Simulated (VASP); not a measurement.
Runs of VASP 6.6.1 on Ca. Symmetry: Im-3m, No. 229, cubic system. Conventional cell: a = 4.480 Å, b = 4.480 Å, c = 4.480 Å, α = 90.00°, β = 90.00°, γ = 90.00°. Ca (site symmetry m-3m) has 8 Ca at 3.88 Å as nearest neighbours. This isn't the form of Ca at room conditions, which is fcc.

| level | potentials or basis | spin | cell | k mesh | smearing | exchange at q = 0 | grid for exact exchange (PRECFOCK) | mesh quality | gap on the mesh (eV) | pressure (GPa) |
| --- | --- | --- | --- | --- | --- | --- | --- | --- | --- | --- |
| PBE | VASP PAW PBE potentials, release 64 (Ca_sv) | off | Im-3m, 44.96 Å³/atom | 8 × 8 × 8 | fermi-dirac 0.05 eV | - | - | not flagged | none | -1.0 |
| PBE | VASP PAW PBE potentials, release 64 (Ca_sv) | off | Im-3m, 44.96 Å³/atom | 7 × 7 × 7 | gaussian 0.05 eV | - | - | not flagged | none | -0.9 |
| PBE | VASP PAW PBE potentials, release 64 (Ca_sv) | off | volume scaled by 0.96 | 8 × 8 × 8 | fermi-dirac 0.05 eV | - | - | not flagged | none | -0.4 |
| PBE0+D4 | VASP PAW PBE potentials, release 64 (Ca_sv) | off | Im-3m, 42.15 Å³/atom | 6 × 6 × 6 | methfessel-paxton 0.05 eV | truncated | Normal | not flagged | none | 0.3 |
| PBE | VASP PAW PBE potentials, release 64 (Ca_sv) | off | Im-3m, 44.96 Å³/atom | 4 × 4 × 4 | fermi-dirac 0.04 eV | - | - | coarse | none | -0.9 |
| LDA | VASP PAW LDA potentials, release 64 (Ca_sv) | non-collinear, zero start, SOC | Im-3m, 48.55 Å³/atom | 6 × 6 × 6 | fermi-dirac 0.15 eV | - | - | not flagged | - | (a) |

Alike in all rows: task single point; cutoff (eV) 520.

**Question.** Estimate the missing entries.

**Answer.** (a) -3.2.

Caveats: some runs use coarse meshes; the PAW data sets were made with another functional, which shifts forces and pressure a little (some runs); pairwise dispersion overbinds metals, which lowers pressure and volume (some runs).

A gap of «none» marks a metal or a gap under the smearing width.
